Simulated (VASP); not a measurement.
Input of a VASP 6.6.1 run:

Contents of INCAR:

```
PREC = Accurate
ENCUT = 600
EDIFF = 1E-7
ISMEAR = 1
SIGMA = 0.1
LREAL = False
LASPH = True
NELM = 80
ALGO = Normal
ISIF = 3
LWAVE = False
LCHARG = False
GGA = CA
IBRION = 2
NSW = 90
EDIFFG = -0.005
```

KPOINTS

```
Automatic mesh
0
Gamma
  16 16 16
```

Contents of POSCAR:

```
Si                                      
1.0
    0.0000000000      1.9071429346      1.9071429346
    1.9071429346      0.0000000000      1.9071429346
    1.9071429346      1.9071429346     -0.0000000000
  Si            
     1
Direct
     0.0000000000000000    0.0000000000000000    1.0000000000000000
```

Potentials or basis: VASP PAW LDA potentials, release 64 (Si).

Launch:

```console
$ cat potpaw_LDA.64/Si/POTCAR > POTCAR
$ mpirun -np 1 vasp_std > vasp.out
```

Question: Estimate the relaxed volume.

Answer: 13.89 Å³/atom.

Question: Estimate the band gap on the k mesh.

Answer: None (metal or under the smearing width).

Final structure:
```
CELL_PARAMETERS angstrom
0.00000 1.90808 1.90808
1.90808 0.00000 1.90808
1.90808 1.90808 0.00000
ATOMIC_POSITIONS crystal
Si 0.00000 0.00000 0.00000
```
